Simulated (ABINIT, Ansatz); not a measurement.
**BN (F-43m): zone-centre phonons**

Aim: the zone-centre modes of BN (F-43m).

Program: ABINIT 10.8.3. Level of theory: DFT LDA, scalar-relativistic, plane waves, PseudoDojo norm-conserving pseudopotentials. Results are calculated unless marked as measured.

**Measured values to reproduce.**

For BN, zinc blende (micron-sized single crystals selected from powder, 295 K), “Equation of state of cubic boron nitride at high pressures and temperatures” (2007, arxiv:cond-mat/0702656) gives, by single-crystal x-ray diffraction: lattice constant a (a at ambient conditions) 3.6152 ± 0.0002 Å.

For BN, zinc blende (cubic) (commercial high-pressure high-temperature grown grain, about 200 um), “Strong Confinment of optical fields using localised surface phonon polaritons in cubic Boron Nitride” (2018, arxiv:1812.11146) gives, by Raman scattering, 488 nm excitation: Raman mode (TO phonon at Gamma) 1056 cm⁻¹.

## Step 1: Starting point

It takes space group F-43m (No. 216, cubic). Conventional cell: a = 3.582 Å, b = 3.582 Å, c = 3.582 Å, α = 90.00°, β = 90.00°, γ = 90.00°. Nearest to B lie 4 N at 1.55 Å. Nearest to N lie 4 B at 1.55 Å. Farther neighbours and most contacts between anions are not listed.

## Step 2: Relaxing the cell and atoms

The harmonic expansion starts where the forces on the atoms vanish, and stress shifts the frequencies, so cell and atoms are relaxed with tight thresholds.

The starting cell comes from a relaxation made beforehand in Ansatz (LDA, PseudoDojo NC).

File relax.abi:

```
# relaxation
ionmov 2
optcell 2
ecutsm 0.5
dilatmx 1.08
ntime 40
tolmxf 2.0d-06
tolvrs 1.0d-14
prtwf 0
prtden 0
chksymtnons 0

# basis, mesh and filling
ecut 36.0
ngkpt 10 10 10
nshiftk 1
shiftk 0.0 0.0 0.0
istwfk *1
occopt 1
nband 4
nstep 100
diemac 9.0
prtebands 0
prtgsr 0
useylm 1

# cell and atoms
acell 3*1.0 Angstrom
rprim 
    0.0 1.790942308 1.790942308
    1.790942308 0.0 1.790942308
    1.790942308 1.790942308 0.0
ntypat 2
znucl 5 7
natom 2
typat 1 2
xred 
    0.0 0.0 0.0
    0.75 0.75 0.75
pp_dirpath "./pseudo"
pseudos "B.upf, N.upf"
```

The run is started by

```console
OMP_NUM_THREADS=1 mpirun -n 2 abinit relax.abi > relax.log
```

Numbers of over 12 decimals in the logs are rounded to 6 here.

relax.abo, the main output file:

```text
[banners, grids, parts of the stress and lines that vanish by symmetry left out]
- input  file    -> relax.abi
- output file    -> relax.abo
- root for input  files -> relaxi
[...]
Symmetries : space group F-4 3 m (#216); Bravais cF (face-center cubic)
[...]
mpw =        1025          nfft =       27000          nkpt =          47
[...]
== DATASET  1 ==================================================================
[...]
cutoff_energies: {ecut:  36.0, pawecutdg:  -1.0, }
[...]
ETOT  1  -13.384155541055    -1.338E+01 4.149E-01 1.527E+02
 ETOT  2  -13.404371910735    -2.022E-02 1.022E-04 8.111E+01
 ETOT  3  -13.425086298438    -2.071E-02 3.909E-04 2.334E+00
 ETOT  4  -13.425645587963    -5.593E-04 8.865E-06 9.828E-03
 ETOT  5  -13.425648099278    -2.511E-06 2.285E-07 1.336E-04
[...]
At SCF step   11       vres2   =  9.82E-17 < tolvrs=  1.00E-14 =>converged.
[...]
sigma(1 1)= -9.58059110E-07  sigma(3 2)=  0.00000000E+00
  sigma(2 2)= -9.58059110E-07  sigma(3 1)=  0.00000000E+00
  sigma(3 3)= -9.58059110E-07  sigma(2 1)=  0.00000000E+00
[...]
convergence: {deltae:  1.723E-13, res2:  9.823E-17, residm:  3.129E-18, diffor: null, }
etotal    :  -1.34256481E+01
[...]
ETOT  1  -13.425648119191    -1.343E+01 5.968E-09 5.602E-05
[...]
At SCF step    8       vres2   =  8.68E-17 < tolvrs=  1.00E-14 =>converged.
[...]
sigma(1 1)=  2.54164831E-07  sigma(3 2)=  0.00000000E+00
  sigma(2 2)=  2.54164831E-07  sigma(3 1)=  0.00000000E+00
  sigma(3 3)=  2.54164831E-07  sigma(2 1)=  0.00000000E+00
[...]
convergence: {deltae: -1.776E-15, res2:  8.680E-17, residm:  9.862E-20, diffor: null, }
etotal    :  -1.34256481E+01
[...]
ETOT  1  -13.425648130820    -1.343E+01 4.703E-10 2.463E-06
[...]
ETOT  6  -13.425648131346    -5.329E-14 5.189E-18 5.634E-14
 ETOT  7  -13.425648131346    -2.132E-14 4.078E-19 8.154E-16
 At SCF step    7       vres2   =  8.15E-16 < tolvrs=  1.00E-14 =>converged.
[...]
sigma(1 1)=  8.22092949E-10  sigma(3 2)=  0.00000000E+00
  sigma(2 2)=  8.22092949E-10  sigma(3 1)=  0.00000000E+00
  sigma(3 3)=  8.22092946E-10  sigma(2 1)=  0.00000000E+00
[...]
convergence: {deltae: -2.132E-14, res2:  8.154E-16, residm:  4.078E-19, diffor: null, }
etotal    :  -1.34256481E+01
[...]
At Broyd/MD step   3, gradients are converged :
[...]
sigma(1 1)=  8.22092949E-10  sigma(3 2)=  0.00000000E+00
  sigma(2 2)=  8.22092949E-10  sigma(3 1)=  0.00000000E+00
  sigma(3 3)=  8.22092946E-10  sigma(2 1)=  0.00000000E+00
[...]
- sigma(1 1)=  2.41868096E-05  sigma(3 2)=  0.00000000E+00
- sigma(2 2)=  2.41868096E-05  sigma(3 1)=  0.00000000E+00
- sigma(3 3)=  2.41868095E-05  sigma(2 1)=  0.00000000E+00
[...]
fcart     -0.0000000000E+00 -0.0000000000E+00 -0.0000000000E+00
           strten      8.2209294927E-10  8.2209294927E-10  8.2209294580E-10
================================================================================

[key lines of the parts left out:]
pressure_GPa:  -2.4187E-05
Total energy (etotal) [Ha]= -1.34256481313464E+01
```

The job ended after 6.6 s (2 MPI ranks of Intel Xeon 6975P-C (Granite Rapids), shared host).

Little changed from the start: no atom moved by 0.005 Å and no cell edge by 0.1 %.

This step gave:

```yaml
volume_per_atom: 5.745 Å³
pressure: -2.42e-5 GPa
```

## Step 3: Self-consistent run for the response

The response is built on these wavefunctions, so the potential is converged far more tightly than an energy would need. The mesh is shifted off Γ, since shifted meshes converge sums over the zone faster.

File gs.abi:

```
# ground state
tolvrs 1.0d-16
prtden 1
prtwf 1

# basis, mesh and filling
ecut 36.0
ngkpt 8 8 8
nshiftk 4
shiftk 
    0.5 0.5 0.5
    0.5 0.0 0.0
    0.0 0.5 0.0
    0.0 0.0 0.5
istwfk *1
occopt 1
nband 4
nstep 100
diemac 9.0
prtebands 0
prtgsr 0
useylm 1

# cell and atoms
acell 3*1.0 Angstrom
rprim 
    0.0 1.790982991 1.790982991
    1.790982991 0.0 1.790982991
    1.790982991 1.790982991 0.0
ntypat 2
znucl 5 7
natom 2
typat 1 2
xred 
    0.0 0.0 0.0
    0.75 0.75 0.75
pp_dirpath "./pseudo"
pseudos "B.upf, N.upf"
```

The run is started by

```console
OMP_NUM_THREADS=1 mpirun -n 2 abinit gs.abi > gs.log
```

gs.abo, the main output file:

```text
[banners, grids, parts of the stress and lines that vanish by symmetry left out]
- input  file    -> gs.abi
- output file    -> gs.abo
- root for input  files -> gsi
[...]
Symmetries : space group F-4 3 m (#216); Bravais cF (face-center cubic)
[...]
mpw =         814          nfft =       19683          nkpt =          60
[...]
== DATASET  1 ==================================================================
[...]
cutoff_energies: {ecut:  36.0, pawecutdg:  -1.0, }
[...]
ETOT  1  -13.382288377473    -1.338E+01 2.808E-01 1.129E+02
 ETOT  2  -13.403483496507    -2.120E-02 7.228E-04 6.169E+01
 ETOT  3  -13.425140457669    -2.166E-02 4.027E-04 1.621E+00
 ETOT  4  -13.425672713226    -5.323E-04 8.940E-06 7.468E-03
 ETOT  5  -13.425675335449    -2.622E-06 2.042E-07 1.115E-04
[...]
ETOT 11  -13.425675369536     2.487E-14 1.563E-18 1.650E-16
 ETOT 12  -13.425675369536     1.013E-13 2.740E-21 4.991E-20
 At SCF step   12       vres2   =  4.99E-20 < tolvrs=  1.00E-16 =>converged.
[...]
sigma(1 1)=  3.63373206E-05  sigma(3 2)=  0.00000000E+00
  sigma(2 2)=  3.63373206E-05  sigma(3 1)=  0.00000000E+00
  sigma(3 3)=  3.63373206E-05  sigma(2 1)=  0.00000000E+00
[...]
convergence: {deltae:  1.013E-13, res2:  4.991E-20, residm:  2.740E-21, diffor: null, }
etotal    :  -1.34256754E+01
[...]
sigma(1 1)=  3.63373206E-05  sigma(3 2)=  0.00000000E+00
  sigma(2 2)=  3.63373206E-05  sigma(3 1)=  0.00000000E+00
  sigma(3 3)=  3.63373206E-05  sigma(2 1)=  0.00000000E+00
[...]
- sigma(1 1)=  1.06908088E+00  sigma(3 2)=  0.00000000E+00
- sigma(2 2)=  1.06908088E+00  sigma(3 1)=  0.00000000E+00
- sigma(3 3)=  1.06908088E+00  sigma(2 1)=  0.00000000E+00
[...]
fcart     -0.0000000000E+00 -0.0000000000E+00 -0.0000000000E+00
           strten      3.6337320596E-05  3.6337320596E-05  3.6337320596E-05
================================================================================

[key lines of the parts left out:]
pressure_GPa:  -1.0691E+00
```

Wall time 4 s (2 MPI ranks).

This step gave:

- pressure: -1.069 GPa

The cell stands at -1.1 GPa: the relaxation ran with a smoothed cutoff and on another k mesh.

## Step 4: The gap at rest

Empty bands on the ground state's density check that the gap assumed so far is there in this cell.

File gap.abi:

```
# empty bands on the ground state's density
iscf -2
getden_filepath "gso_DEN"
tolwfr 1.0d-12
nbdbuf 2
prtwf 0

# basis, mesh and filling
ecut 36.0
ngkpt 12 12 12
nshiftk 1
shiftk 0.0 0.0 0.0
istwfk *1
occopt 1
nband 8
nstep 100
diemac 9.0
prtebands 0
prtgsr 0
useylm 1

# cell and atoms
acell 3*1.0 Angstrom
rprim 
    0.0 1.790982991 1.790982991
    1.790982991 0.0 1.790982991
    1.790982991 1.790982991 0.0
ntypat 2
znucl 5 7
natom 2
typat 1 2
xred 
    0.0 0.0 0.0
    0.75 0.75 0.75
pp_dirpath "./pseudo"
pseudos "B.upf, N.upf"
```

The run is started by

```console
OMP_NUM_THREADS=1 mpirun -n 2 abinit gap.abi > gap.log
```

gap.abo, the main output file:

```text
[banners, grids, parts of the stress and lines that vanish by symmetry left out]
- input  file    -> gap.abi
- output file    -> gap.abo
- root for input  files -> gapi
[...]
Symmetries : space group F-4 3 m (#216); Bravais cF (face-center cubic)
[...]
mpw =         821          nfft =       19683          nkpt =          72
[...]
== DATASET  1 ==================================================================
[...]
cutoff_energies: {ecut:  36.0, pawecutdg:  -1.0, }
[...]
-outvars: echo values of variables after computation
            acell      1.8897261259E+00  1.8897261259E+00  1.8897261259E+00 Bohr
================================================================================
```

Elapsed: 4.3 s, on 2 MPI ranks.

This step gave:

```yaml
gap_on_the_k_mesh: 4.456 eV
```

In this cell the gap on the mesh is 4.5 eV, indirect (smallest direct 8.9 eV), so fixed occupations hold.

## Step 5: Zone-centre response

The derivative of the wavefunctions by k comes first, since the response to a field is built on it; then the field and the displacements that symmetry doesn't supply are solved at q = 0.

It reads the wavefunctions written in step 3.

File dfpt_gamma.abi:

```
ndtset 2

# common to the responses
getwfk_filepath "gso_WFK"
kptopt 2
nqpt 1
qpt 0.0 0.0 0.0
asr 0
chneut 0

# d/dk
rfelfd1 2
rfdir1 1 1 1
iscf1 -3
tolwfr1 1.0d-20

# displacements, field
rfphon2 1
rfatpol2 1 2
rfdir2 1 1 1
rfelfd2 3
getddk2 1
tolvrs2 1.0d-10
prtwf2 0

# basis, mesh and filling
ecut 36.0
ngkpt 8 8 8
nshiftk 4
shiftk 
    0.5 0.5 0.5
    0.5 0.0 0.0
    0.0 0.5 0.0
    0.0 0.0 0.5
istwfk *1
occopt 1
nband 4
nstep 100
diemac 9.0
prtebands 0
prtgsr 0
useylm 1

# cell and atoms
acell 3*1.0 Angstrom
rprim 
    0.0 1.790982991 1.790982991
    1.790982991 0.0 1.790982991
    1.790982991 1.790982991 0.0
ntypat 2
znucl 5 7
natom 2
typat 1 2
xred 
    0.0 0.0 0.0
    0.75 0.75 0.75
pp_dirpath "./pseudo"
pseudos "B.upf, N.upf"
```

The run is started by

```console
OMP_NUM_THREADS=1 mpirun -n 2 abinit dfpt_gamma.abi > dfpt_gamma.log
```

dfpt_gamma.abo, the main output file:

```text
[banners, grids, parts of the stress and lines that vanish by symmetry left out]
- input  file    -> dfpt_gamma.abi
- output file    -> dfpt_gamma.abo
- root for input  files -> dfpt_gammai
[...]
DATASET    1 : space group F-4 3 m (#216); Bravais cF (face-center cubic)
[...]
nfft =       19683          nkpt =        1024
[...]
DATASET    2 : space group F-4 3 m (#216); Bravais cF (face-center cubic)
[...]
nfft =       19683          nkpt =        1024
[...]
== DATASET  1 ==================================================================
[...]
cutoff_energies: {ecut:  36.0, pawecutdg:  -1.0, }
[...]
-  7.00000   5.00000  180309                  znucl, zion, pspdat
[...]
Perturbation : derivative vs k along direction   1
[...]
-ETOT  1  -21.107588175440     -2.111E+01 1.693E+00 0.000E+00
 ETOT  2  -21.173719698418     -6.613E-02 1.554E-02 0.000E+00
 ETOT  3  -21.174178799562     -4.591E-04 2.359E-04 0.000E+00
 ETOT  4  -21.174183456715     -4.657E-06 2.269E-06 0.000E+00
 ETOT  5  -21.174183513255     -5.654E-08 9.101E-08 0.000E+00
[...]
At SCF step   13   max residual=  1.00E-20 < tolwfr=  1.00E-20 =>converged.
[...]
Perturbation : derivative vs k along direction   2
[...]
-ETOT  1  -21.107588175186     -2.111E+01 1.693E+00 0.000E+00
[...]
At SCF step   13   max residual=  1.00E-20 < tolwfr=  1.00E-20 =>converged.
[...]
Perturbation : derivative vs k along direction   3
[...]
-ETOT  1  -21.107588174932     -2.111E+01 1.693E+00 0.000E+00
[...]
At SCF step   13   max residual=  1.00E-20 < tolwfr=  1.00E-20 =>converged.
[...]
1        1       1.1230789253   -0.0000000000
     1        2       0.5615394626    0.0000000000
     1        3       0.5615394626   -0.0000000000
     2        1       0.5615394626    0.0000000000
     2        2       1.1230789253    0.0000000000
     2        3       0.5615394626    0.0000000000
     3        1       0.5615394626   -0.0000000000
     3        2       0.5615394626    0.0000000000
     3        3       1.1230789253   -0.0000000000
[...]
== DATASET  2 ==================================================================
[...]
cutoff_energies: {ecut:  36.0, pawecutdg:  -1.0, }
[...]
Perturbation : displacement of atom   1   along direction   1
[...]
-ETOT  1   6.298707     -1.334E+02 7.286E-01 4.720E+02
[...]
At SCF step    8       vres2   =  8.20E-11 < tolvrs=  1.00E-10 =>converged.
[...]
Perturbation : displacement of atom   2   along direction   1
[...]
-ETOT  1   8.168126     -8.386E+02 3.885E+00 1.817E+03
[...]
At SCF step    9       vres2   =  3.57E-11 < tolvrs=  1.00E-10 =>converged.
[...]
Perturbation : homogeneous electric field along direction   1
[...]
-ETOT  1  -55.286701159690     -5.529E+01 7.063E+00 1.697E+03
[...]
ETOT  9  -55.929591915453     -5.890E-12 1.516E-13 1.806E-10
 ETOT 10  -55.929591915453      2.132E-13 1.905E-15 2.366E-12
 At SCF step   10       vres2   =  2.37E-12 < tolvrs=  1.00E-10 =>converged.
[...]
Dielectric tensor, in cartesian coordinates,
[...]
1    4   1    4         4.5067934776        -0.0000000000
   1    4   2    4        -0.0000000000        -0.0000000000
   1    4   3    4        -0.0000000000        -0.0000000000
   2    4   1    4        -0.0000000000        -0.0000000000
   2    4   2    4         4.5067934776        -0.0000000000
   2    4   3    4        -0.0000000000        -0.0000000000
   3    4   1    4        -0.0000000000        -0.0000000000
   3    4   2    4        -0.0000000000        -0.0000000000
   3    4   3    4         4.5067934776        -0.0000000000
  Effective charges, in cartesian coordinates,
[...]
1    1   1    4         1.8785244117         0.0000000000
   2    1   1    4         0.0000000000         0.0000000000
   3    1   1    4        -0.0000000000         0.0000000000
   1    2   1    4        -1.8782966008         0.0000000000
   2    2   1    4        -0.0000000000         0.0000000000
[...]
Effective charges, in cartesian coordinates,
[...]
2    4   1    2         0.0000000000         0.0000000000
   3    4   1    2         0.0000000000         0.0000000000
   1    4   2    2         0.0000000000         0.0000000000
   2    4   2    2        -1.8782966050         0.0000000000
   3    4   2    2        -0.0000000000         0.0000000000
   1    4   3    2         0.0000000000         0.0000000000
   2    4   3    2        -0.0000000000         0.0000000000
   3    4   3    2        -1.8782966050         0.0000000000
  Phonon wavevector (reduced coordinates) :  0.00000  0.00000  0.00000
 Phonon energies in Hartree :
[...]
Phonon frequencies in cm-1    :
-  6.286478E-01  6.286478E-01  6.286481E-01  1.068404E+03  1.068404E+03
-  1.068404E+03
  Phonon at Gamma, with non-analyticity in the
[...]
Phonon energies in Hartree :
[...]
Phonon frequencies in cm-1    :
-  6.286478E-01  6.286478E-01  6.297200E-01  1.068404E+03  1.068404E+03
-  1.300394E+03
  Phonon at Gamma, with non-analyticity in the
[...]
Phonon energies in Hartree :
[...]
Phonon frequencies in cm-1    :
-  6.286478E-01  6.286481E-01  6.297198E-01  1.068404E+03  1.068404E+03
-  1.300394E+03
  Phonon at Gamma, with non-analyticity in the
[...]
Phonon energies in Hartree :
[...]
Phonon frequencies in cm-1    :
-  6.286478E-01  6.286481E-01  6.297197E-01  1.068404E+03  1.068404E+03
-  1.300394E+03
[...]
fcart2     0.0000000000E+00  0.0000000000E+00  0.0000000000E+00
           strten2     0.0000000000E+00  0.0000000000E+00  0.0000000000E+00
================================================================================
```

Elapsed: 3.2 min, on 2 MPI ranks; 6.5 min of CPU time.

Numbers from this step:

```
miss of the charge sum rule                                       : 2.28e-4 e
largest acoustic frequency at the zone centre before the sum rule : 0.63 cm⁻¹
highest optical zone-centre mode (no LO-TO term)                  : 1068 cm⁻¹
lowest optical zone-centre mode                                   : 1068 cm⁻¹
mean high-frequency dielectric constant                           : 4.507
largest Born charge in size (third of the trace)                  : 1.879 e
```

Born charge (rows field, columns displacement), before the sum rule (e), principal values of the symmetric part by kind of site:

```
atom  atoms with these values    low  middle   high   mean
  B1                        1   1.88    1.88   1.88   1.88
  N2                        1  -1.88   -1.88  -1.88  -1.88
```

In full for B1:

```
1.88 0.00 0.00
0.00 1.88 0.00
0.00 0.00 1.88
```

High-frequency dielectric tensor:

```
4.51 0.00 0.00
0.00 4.51 0.00
0.00 0.00 4.51
```

The acoustic modes at Γ come out as far as 0.6 cm⁻¹ from zero, where they should vanish, a small numerical error; the Born charges miss their sum rule by 2.3e-4 e, which is good.

[end of part 1 of 2]

[Host names and launcher messages were left out of these logs when they were recorded.]

[Logs are printed without paths, hosts, clocks, repeated set-up lines and the standing remarks that a program may print on its own settings, such as how far it seeks lower states.]

[Hosts, paths, dates, database ids (printed as entryN), source tags and the programs' standing remarks are cut or masked in the printed files.]
